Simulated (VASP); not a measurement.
# Ni (P6_3/mmc) in VASP: a series of runs, part 7 of 8

VASP 6.6.1. The steps go on from the part before.

## Step 96: Equation of state, PBE, collinear spin, ferromagnetic start, 10.25 Å³/atom

INCAR reads:

```
SYSTEM = Ni
PREC     = Accurate       ! precision mode
ENCUT    = 450            ! plane-wave cutoff, eV
EDIFF    = 1E-6           ! SCF threshold, eV
ISMEAR   = -5             ! smearing method
SIGMA    = 0.1            ! smearing width, eV
LREAL    = .False.        ! projectors in reciprocal space
LASPH    = .True.         ! aspherical terms in the spheres
NELM     = 100            ! most SCF steps
ALGO     = Normal         ! electronic algorithm
ISIF     = 2              ! what is computed and relaxed
LWAVE    = .False.        ! write WAVECAR
LCHARG   = .False.        ! write CHGCAR
ISPIN    = 2              ! spin polarisation
MAGMOM   = 1 1            ! initial moments
LORBIT   = 11             ! projections on sites
LMAXMIX  = 4              ! l up to which the mixer works
GGA      = PE             ! functional
ADDGRID  = .False.
```

KPOINTS reads:

```
regular mesh
0
Gamma
  19 19 10
  0 0 0
```

POSCAR reads:

```
Ni
1.0
    2.4232937031      0.0000000000      0.0000000000
   -1.2116468515      2.0986339077      0.0000000000
    0.0000000000      0.0000000000      4.0316652867
Ni
2
Direct
    0.6666666667      0.3333333333      0.7500000000
    0.3333333333      0.6666666667      0.2500000000
```

Potentials or basis: VASP PAW PBE potentials, release 64 (Ni).

On the command line:

```bash
$ cat potpaw_PBE.64/Ni/POTCAR > POTCAR
$ mpirun -np 1 vasp_std > vasp.out
```

Wall time 49 s (1 thread of AMD EPYC 9R45 (Zen 5), shared host); peak memory 0.19 GiB.

The run converged, but some of its settings lie outside the range that counts as converged, so its numbers aren't taken as properties of the crystal.

What came out:

| Quantity | Value |
| --- | --- |
| Free energy | -10.8296 eV |
| Pressure | 13.8 GPa |
| Band gap on the k mesh | none (metal or under the smearing width) |
| Net moment | 1.19 μB per cell |
| Site moments | Ni +0.60 μB |
| Valence electrons inside the program's atomic spheres | Ni 9.42 |

Caveat: tetrahedron occupations give inexact forces and stress in metals.

## Step 97: Equation of state, PBE, collinear spin, ferromagnetic start, 10.89 Å³/atom

INCAR is that of step 96.

KPOINTS is that of step 96.

POSCAR reads:

```
Ni
1.0
    2.4722623247      0.0000000000      0.0000000000
   -1.2361311623      2.1410419781      0.0000000000
    0.0000000000      0.0000000000      4.1131350201
Ni
2
Direct
    0.6666666667      0.3333333333      0.7500000000
    0.3333333333      0.6666666667      0.2500000000
```

On the command line:

```bash
$ cat potpaw_PBE.64/Ni/POTCAR > POTCAR
$ mpirun -np 1 vasp_std > vasp.out
```

Wall time 54 s (1 thread of AMD EPYC 9R45 (Zen 5), shared host); peak memory 0.19 GiB.

The run converged, but some of its settings lie outside the range that counts as converged, so its numbers aren't taken as properties of the crystal.

What came out:

```yaml
Free_energy: -10.8851 eV
Pressure: 0.3 GPa
Band_gap_on_the_k_mesh: none (metal or under the smearing width)
Net_moment: 1.23 μB per cell
Site_moments: Ni +0.63 μB
Valence_electrons_inside_the_program's_atomic_spheres: Ni 9.31
```

Caveat: tetrahedron occupations give inexact forces and stress in metals.

## Step 98: Equation of state, PBE, collinear spin, ferromagnetic start, 10.25 Å³/atom

INCAR: that of step 97 with these lines changed.

```diff
@@ -4,3 +4,3 @@
 EDIFF    = 1E-6           ! SCF threshold, eV
-ISMEAR   = -5             ! smearing method
+ISMEAR   = 1              ! smearing method
 SIGMA    = 0.1            ! smearing width, eV
```

KPOINTS is that of step 97.

POSCAR reads:

```
Ni
1.0
    2.4232937031      0.0000000000      0.0000000000
   -1.2116468515      2.0986339077      0.0000000000
    0.0000000000      0.0000000000      4.0316652867
Ni
2
Direct
    0.6666666667      0.3333333333      0.7500000000
    0.3333333333      0.6666666667      0.2500000000
```

On the command line:

```bash
$ cat potpaw_PBE.64/Ni/POTCAR > POTCAR
$ mpirun -np 1 vasp_std > vasp.out
```

Run time: 46 s. Hardware: 1 thread of AMD EPYC 9R45 (Zen 5), shared host; peak memory 0.17 GiB.

The run converged, but some of its settings lie outside the range that counts as converged, so its numbers aren't taken as properties of the crystal.

What came out:

- Free energy: -10.8284 eV
- Pressure: 13.9 GPa
- Band gap on the k mesh: none (metal or under the smearing width)
- Net moment: 1.23 μB per cell
- Site moments: Ni +0.62 μB
- Valence electrons inside the program's atomic spheres: Ni 9.42

## Step 99: Equation of state, PBE, collinear spin, ferromagnetic start, 10.89 Å³/atom

INCAR is that of step 98.

KPOINTS is that of step 98.

POSCAR reads:

```
Ni
1.0
    2.4722623247      0.0000000000      0.0000000000
   -1.2361311623      2.1410419781      0.0000000000
    0.0000000000      0.0000000000      4.1131350201
Ni
2
Direct
    0.6666666667      0.3333333333      0.7500000000
    0.3333333333      0.6666666667      0.2500000000
```

Potentials or basis: VASP PAW PBE potentials, release 64 (Ni).

On the command line:

```bash
$ cat potpaw_PBE.64/Ni/POTCAR > POTCAR
$ mpirun -np 1 vasp_std > vasp.out
```

It took 46 s on 1 thread of AMD EPYC 9R45 (Zen 5), shared host; peak memory 0.17 GiB.

These settings aren't checked as converged: the numbers below hold their error.

Results:

| Item | Value |
| --- | --- |
| Free energy | -10.8841 eV |
| Pressure | 0.4 GPa |
| Band gap on the k mesh | none (metal or under the smearing width) |
| Net moment | 1.28 μB per cell |
| Site moments | Ni +0.65 μB |
| Valence electrons inside the program's atomic spheres | Ni 9.31 |

## Step 100: Equation of state, PBE, collinear spin, ferromagnetic start, 10.25 Å³/atom

INCAR: that of step 99 with these lines changed.

```diff
@@ -4,3 +4,3 @@
 EDIFF    = 1E-6           ! SCF threshold, eV
-ISMEAR   = 1              ! smearing method
+ISMEAR   = -1             ! smearing method
 SIGMA    = 0.1            ! smearing width, eV
```

KPOINTS is that of step 99.

POSCAR reads:

```
Ni
1.0
    2.4232937031      0.0000000000      0.0000000000
   -1.2116468515      2.0986339077      0.0000000000
    0.0000000000      0.0000000000      4.0316652867
Ni
2
Direct
    0.6666666667      0.3333333333      0.7500000000
    0.3333333333      0.6666666667      0.2500000000
```

On the command line:

```bash
$ cat potpaw_PBE.64/Ni/POTCAR > POTCAR
$ mpirun -np 1 vasp_std > vasp.out
```

It took 46 s on 1 thread of AMD EPYC 9R45 (Zen 5), shared host; peak memory 0.17 GiB.

The run converged, but some of its settings lie outside the range that counts as converged, so its numbers aren't taken as properties of the crystal.

What came out:

```yaml
Free_energy: -10.8928 eV
Pressure: 14.5 GPa
Band_gap_on_the_k_mesh: none (metal or under the smearing width)
Net_moment: 1.20 μB per cell
Site_moments: Ni +0.60 μB
Valence_electrons_inside_the_program's_atomic_spheres: Ni 9.42
```

## Step 101: Equation of state, PBE, collinear spin, ferromagnetic start, 10.89 Å³/atom

INCAR is that of step 100.

KPOINTS is that of step 100.

POSCAR reads:

```
Ni
1.0
    2.4722623247      0.0000000000      0.0000000000
   -1.2361311623      2.1410419781      0.0000000000
    0.0000000000      0.0000000000      4.1131350201
Ni
2
Direct
    0.6666666667      0.3333333333      0.7500000000
    0.3333333333      0.6666666667      0.2500000000
```

On the command line:

```bash
$ cat potpaw_PBE.64/Ni/POTCAR > POTCAR
$ mpirun -np 1 vasp_std > vasp.out
```

It took 46 s on 1 thread of AMD EPYC 9R45 (Zen 5), shared host; peak memory 0.17 GiB.

The run converged, but some of its settings lie outside the range that counts as converged, so its numbers aren't taken as properties of the crystal.

Results:

* Free energy: -10.9524 eV
* Pressure: 0.8 GPa
* Band gap on the k mesh: none (metal or under the smearing width)
* Net moment: 1.24 μB per cell
* Site moments: Ni +0.63 μB
* Valence electrons inside the program's atomic spheres: Ni 9.31

## Step 102: Equation of state, PBE, collinear spin, ferromagnetic start, 10.25 Å³/atom

INCAR: that of step 101 with these lines changed.

```diff
@@ -2,5 +2,5 @@
 PREC     = Accurate       ! precision mode
-ENCUT    = 450            ! plane-wave cutoff, eV
+ENCUT    = 550            ! plane-wave cutoff, eV
 EDIFF    = 1E-6           ! SCF threshold, eV
-ISMEAR   = -1             ! smearing method
+ISMEAR   = 0              ! smearing method
 SIGMA    = 0.1            ! smearing width, eV
```

KPOINTS is that of step 101.

POSCAR reads:

```
Ni
1.0
    2.4232937031      0.0000000000      0.0000000000
   -1.2116468515      2.0986339077      0.0000000000
    0.0000000000      0.0000000000      4.0316652867
Ni
2
Direct
    0.6666666667      0.3333333333      0.7500000000
    0.3333333333      0.6666666667      0.2500000000
```

Potentials or basis: VASP PAW PBE potentials, release 64 (Ni).

On the command line:

```bash
$ cat potpaw_PBE.64/Ni/POTCAR > POTCAR
$ mpirun -np 1 vasp_std > vasp.out
```

Wall time 54 s (1 thread of AMD EPYC 9R45 (Zen 5), shared host); peak memory 0.2 GiB.

These settings aren't checked as converged: the numbers below hold their error.

Results:

| Property | Result |
| --- | --- |
| Free energy | -10.8392 eV |
| Pressure | 14.2 GPa |
| Band gap on the k mesh | none (metal or under the smearing width) |
| Net moment | 1.22 μB per cell |
| Site moments | Ni +0.62 μB |
| Valence electrons inside the program's atomic spheres | Ni 9.42 |

## Step 103: Equation of state, PBE, collinear spin, ferromagnetic start, 10.89 Å³/atom

INCAR is that of step 102.

KPOINTS is that of step 102.

POSCAR reads:

```
Ni
1.0
    2.4722623247      0.0000000000      0.0000000000
   -1.2361311623      2.1410419781      0.0000000000
    0.0000000000      0.0000000000      4.1131350201
Ni
2
Direct
    0.6666666667      0.3333333333      0.7500000000
    0.3333333333      0.6666666667      0.2500000000
```

On the command line:

```bash
$ cat potpaw_PBE.64/Ni/POTCAR > POTCAR
$ mpirun -np 1 vasp_std > vasp.out
```

Wall time 54 s (1 thread of AMD EPYC 9R45 (Zen 5), shared host); peak memory 0.2 GiB.

These settings aren't checked as converged: the numbers below hold their error.

Results:

```
Free energy                                           : -10.8955 eV
Pressure                                              : 0.6 GPa
Band gap on the k mesh                                : none (metal or under the smearing width)
Net moment                                            : 1.28 μB per cell
Site moments                                          : Ni +0.65 μB
Valence electrons inside the program's atomic spheres : Ni 9.31
```

## Step 104: Equation of state, PBE, collinear spin, ferromagnetic start, 10.25 Å³/atom

INCAR: that of step 103 with these lines changed.

```diff
@@ -1,3 +1,3 @@
 SYSTEM = Ni
-PREC     = Accurate       ! precision mode
+PREC     = Low            ! precision mode
 ENCUT    = 550            ! plane-wave cutoff, eV
```

KPOINTS is that of step 103.

POSCAR reads:

```
Ni
1.0
    2.4232937031      0.0000000000      0.0000000000
   -1.2116468515      2.0986339077      0.0000000000
    0.0000000000      0.0000000000      4.0316652867
Ni
2
Direct
    0.6666666667      0.3333333333      0.7500000000
    0.3333333333      0.6666666667      0.2500000000
```

On the command line:

```bash
$ cat potpaw_PBE.64/Ni/POTCAR > POTCAR
$ mpirun -np 1 vasp_std > vasp.out
```

Run time: 30 s. Hardware: 1 thread of AMD EPYC 9R45 (Zen 5), shared host; peak memory 0.17 GiB.

These settings aren't checked as converged: the numbers below hold their error.

What came out:

```yaml
Free_energy: -10.8415 eV
Pressure: 14.2 GPa
Band_gap_on_the_k_mesh: none (metal or under the smearing width)
Net_moment: 1.22 μB per cell
Site_moments: Ni +0.62 μB
Valence_electrons_inside_the_program's_atomic_spheres: Ni 9.42
```

## Step 105: Equation of state, PBE, collinear spin, ferromagnetic start, 10.89 Å³/atom

INCAR is that of step 104.

KPOINTS is that of step 104.

POSCAR reads:

```
Ni
1.0
    2.4722623247      0.0000000000      0.0000000000
   -1.2361311623      2.1410419781      0.0000000000
    0.0000000000      0.0000000000      4.1131350201
Ni
2
Direct
    0.6666666667      0.3333333333      0.7500000000
    0.3333333333      0.6666666667      0.2500000000
```

Potentials or basis: VASP PAW PBE potentials, release 64 (Ni).

On the command line:

```bash
$ cat potpaw_PBE.64/Ni/POTCAR > POTCAR
$ mpirun -np 1 vasp_std > vasp.out
```

Run time: 30 s. Hardware: 1 thread of AMD EPYC 9R45 (Zen 5), shared host; peak memory 0.17 GiB.

These settings aren't checked as converged: the numbers below hold their error.

What came out:

| Quantity | Value |
| --- | --- |
| Free energy | -10.8982 eV |
| Pressure | 0.7 GPa |
| Band gap on the k mesh | none (metal or under the smearing width) |
| Net moment | 1.28 μB per cell |
| Site moments | Ni +0.65 μB |
| Valence electrons inside the program's atomic spheres | Ni 9.31 |

## Step 106: Equation of state, PBE, collinear spin, ferromagnetic start, 10.25 Å³/atom

INCAR: that of step 105 with these lines changed.

```diff
@@ -1,3 +1,3 @@
 SYSTEM = Ni
-PREC     = Low            ! precision mode
+PREC     = Normal         ! precision mode
 ENCUT    = 550            ! plane-wave cutoff, eV
```

KPOINTS is that of step 105.

POSCAR reads:

```
Ni
1.0
    2.4232937031      0.0000000000      0.0000000000
   -1.2116468515      2.0986339077      0.0000000000
    0.0000000000      0.0000000000      4.0316652867
Ni
2
Direct
    0.6666666667      0.3333333333      0.7500000000
    0.3333333333      0.6666666667      0.2500000000
```

On the command line:

```bash
$ cat potpaw_PBE.64/Ni/POTCAR > POTCAR
$ mpirun -np 1 vasp_std > vasp.out
```

It took 30 s on 1 thread of AMD EPYC 9R45 (Zen 5), shared host; peak memory 0.18 GiB.

The run converged, but some of its settings lie outside the range that counts as converged, so its numbers aren't taken as properties of the crystal.

What came out:

* Free energy: -10.8392 eV
* Pressure: 14.2 GPa
* Band gap on the k mesh: none (metal or under the smearing width)
* Net moment: 1.22 μB per cell
* Site moments: Ni +0.62 μB
* Valence electrons inside the program's atomic spheres: Ni 9.42

## Step 107: Equation of state, PBE, collinear spin, ferromagnetic start, 10.89 Å³/atom

INCAR is that of step 106.

KPOINTS is that of step 106.

POSCAR reads:

```
Ni
1.0
    2.4722623247      0.0000000000      0.0000000000
   -1.2361311623      2.1410419781      0.0000000000
    0.0000000000      0.0000000000      4.1131350201
Ni
2
Direct
    0.6666666667      0.3333333333      0.7500000000
    0.3333333333      0.6666666667      0.2500000000
```

On the command line:

```bash
$ cat potpaw_PBE.64/Ni/POTCAR > POTCAR
$ mpirun -np 1 vasp_std > vasp.out
```

Run time: 31 s. Hardware: 1 thread of AMD EPYC 9R45 (Zen 5), shared host; peak memory 0.18 GiB.

The run converged, but some of its settings lie outside the range that counts as converged, so its numbers aren't taken as properties of the crystal.

What came out:

* Free energy: -10.8955 eV
* Pressure: 0.6 GPa
* Band gap on the k mesh: none (metal or under the smearing width)
* Net moment: 1.28 μB per cell
* Site moments: Ni +0.65 μB
* Valence electrons inside the program's atomic spheres: Ni 9.31

## Step 108: Equation of state, PBE, collinear spin, ferromagnetic start, 10.25 Å³/atom

INCAR: that of step 107 with these lines changed.

```diff
@@ -1,3 +1,3 @@
 SYSTEM = Ni
-PREC     = Normal         ! precision mode
+PREC     = Accurate       ! precision mode
 ENCUT    = 550            ! plane-wave cutoff, eV
@@ -6,3 +6,3 @@
 SIGMA    = 0.1            ! smearing width, eV
-LREAL    = .False.        ! projectors in reciprocal space
+LREAL    = Auto         
 LASPH    = .True.         ! aspherical terms in the spheres
```

KPOINTS is that of step 107.

POSCAR reads:

```
Ni
1.0
    2.4232937031      0.0000000000      0.0000000000
   -1.2116468515      2.0986339077      0.0000000000
    0.0000000000      0.0000000000      4.0316652867
Ni
2
Direct
    0.6666666667      0.3333333333      0.7500000000
    0.3333333333      0.6666666667      0.2500000000
```

Potentials or basis: VASP PAW PBE potentials, release 64 (Ni).

On the command line:

```bash
$ cat potpaw_PBE.64/Ni/POTCAR > POTCAR
$ mpirun -np 1 vasp_std > vasp.out
```

It took 100 s on 1 thread of AMD EPYC 9R45 (Zen 5), shared host; peak memory 0.19 GiB.

The run converged, but some of its settings lie outside the range that counts as converged, so its numbers aren't taken as properties of the crystal.

What came out:

| Item | Value |
| --- | --- |
| Free energy | -10.8398 eV |
| Pressure | 14.0 GPa |
| Band gap on the k mesh | none (metal or under the smearing width) |
| Net moment | 1.22 μB per cell |
| Site moments | Ni +0.62 μB |
| Valence electrons inside the program's atomic spheres | Ni 9.42 |

## Step 109: Equation of state, PBE, collinear spin, ferromagnetic start, 10.89 Å³/atom

INCAR is that of step 108.

KPOINTS is that of step 108.

POSCAR reads:

```
Ni
1.0
    2.4722623247      0.0000000000      0.0000000000
   -1.2361311623      2.1410419781      0.0000000000
    0.0000000000      0.0000000000      4.1131350201
Ni
2
Direct
    0.6666666667      0.3333333333      0.7500000000
    0.3333333333      0.6666666667      0.2500000000
```

On the command line:

```bash
$ cat potpaw_PBE.64/Ni/POTCAR > POTCAR
$ mpirun -np 1 vasp_std > vasp.out
```

Wall time 98 s (1 thread of AMD EPYC 9R45 (Zen 5), shared host); peak memory 0.2 GiB.

The run converged, but some of its settings lie outside the range that counts as converged, so its numbers aren't taken as properties of the crystal.

Results:

```yaml
Free_energy: -10.8964 eV
Pressure: 0.6 GPa
Band_gap_on_the_k_mesh: none (metal or under the smearing width)
Net_moment: 1.28 μB per cell
Site_moments: Ni +0.65 μB
Valence_electrons_inside_the_program's_atomic_spheres: Ni 9.31
```

## Step 110: Equation of state, PBE, collinear spin, ferromagnetic start, 10.25 Å³/atom

INCAR: that of step 109 with these lines changed.

```diff
@@ -3,6 +3,6 @@
 ENCUT    = 550            ! plane-wave cutoff, eV
-EDIFF    = 1E-6           ! SCF threshold, eV
+EDIFF    = 1E-4           ! SCF threshold, eV
 ISMEAR   = 0              ! smearing method
 SIGMA    = 0.1            ! smearing width, eV
-LREAL    = Auto         
+LREAL    = .False.        ! projectors in reciprocal space
 LASPH    = .True.         ! aspherical terms in the spheres
```

KPOINTS is that of step 109.

POSCAR reads:

```
Ni
1.0
    2.4232937031      0.0000000000      0.0000000000
   -1.2116468515      2.0986339077      0.0000000000
    0.0000000000      0.0000000000      4.0316652867
Ni
2
Direct
    0.6666666667      0.3333333333      0.7500000000
    0.3333333333      0.6666666667      0.2500000000
```

On the command line:

```bash
$ cat potpaw_PBE.64/Ni/POTCAR > POTCAR
$ mpirun -np 1 vasp_std > vasp.out
```

Run time: 44 s. Hardware: 1 thread of AMD EPYC 9R45 (Zen 5), shared host; peak memory 0.2 GiB.

These settings aren't checked as converged: the numbers below hold their error.

Results:

```yaml
Free_energy: -10.8392 eV
Pressure: 14.2 GPa
Band_gap_on_the_k_mesh: none (metal or under the smearing width)
Net_moment: 1.22 μB per cell
Site_moments: Ni +0.62 μB
Valence_electrons_inside_the_program's_atomic_spheres: Ni 9.42
```

## Step 111: Equation of state, PBE, collinear spin, ferromagnetic start, 10.89 Å³/atom

INCAR is that of step 110.

KPOINTS is that of step 110.

POSCAR reads:

```
Ni
1.0
    2.4722623247      0.0000000000      0.0000000000
   -1.2361311623      2.1410419781      0.0000000000
    0.0000000000      0.0000000000      4.1131350201
Ni
2
Direct
    0.6666666667      0.3333333333      0.7500000000
    0.3333333333      0.6666666667      0.2500000000
```

Potentials or basis: VASP PAW PBE potentials, release 64 (Ni).

On the command line:

```bash
$ cat potpaw_PBE.64/Ni/POTCAR > POTCAR
$ mpirun -np 1 vasp_std > vasp.out
```

Run time: 45 s. Hardware: 1 thread of AMD EPYC 9R45 (Zen 5), shared host; peak memory 0.21 GiB.

The run converged, but some of its settings lie outside the range that counts as converged, so its numbers aren't taken as properties of the crystal.

What came out:

```yaml
Free_energy: -10.8955 eV
Pressure: 0.5 GPa
Band_gap_on_the_k_mesh: none (metal or under the smearing width)
Net_moment: 1.28 μB per cell
Site_moments: Ni +0.65 μB
Valence_electrons_inside_the_program's_atomic_spheres: Ni 9.31
```

## Step 112: Equation of state, PBE, collinear spin, ferromagnetic start, 10.25 Å³/atom

INCAR: that of step 111 with these lines changed.

```diff
@@ -2,4 +2,4 @@
 PREC     = Accurate       ! precision mode
-ENCUT    = 550            ! plane-wave cutoff, eV
-EDIFF    = 1E-4           ! SCF threshold, eV
+ENCUT    = 450            ! plane-wave cutoff, eV
+EDIFF    = 1E-6           ! SCF threshold, eV
 ISMEAR   = 0              ! smearing method
```

KPOINTS reads:

```
regular mesh
0
Gamma
  22 22 12
  0 0 0
```

POSCAR reads:

```
Ni
1.0
    2.4232937031      0.0000000000      0.0000000000
   -1.2116468515      2.0986339077      0.0000000000
    0.0000000000      0.0000000000      4.0316652867
Ni
2
Direct
    0.6666666667      0.3333333333      0.7500000000
    0.3333333333      0.6666666667      0.2500000000
```

On the command line:

```bash
$ cat potpaw_PBE.64/Ni/POTCAR > POTCAR
$ mpirun -np 1 vasp_std > vasp.out
```

Wall time 68 s (1 thread of AMD EPYC 9R45 (Zen 5), shared host); peak memory 0.21 GiB.

These settings aren't checked as converged: the numbers below hold their error.

What came out:

| Property | Result |
| --- | --- |
| Free energy | -10.8408 eV |
| Pressure | 14.1 GPa |
| Band gap on the k mesh | none (metal or under the smearing width) |
| Net moment | 1.23 μB per cell |
| Site moments | Ni +0.62 μB |
| Valence electrons inside the program's atomic spheres | Ni 9.42 |

(Continued in part 8 of 8.)
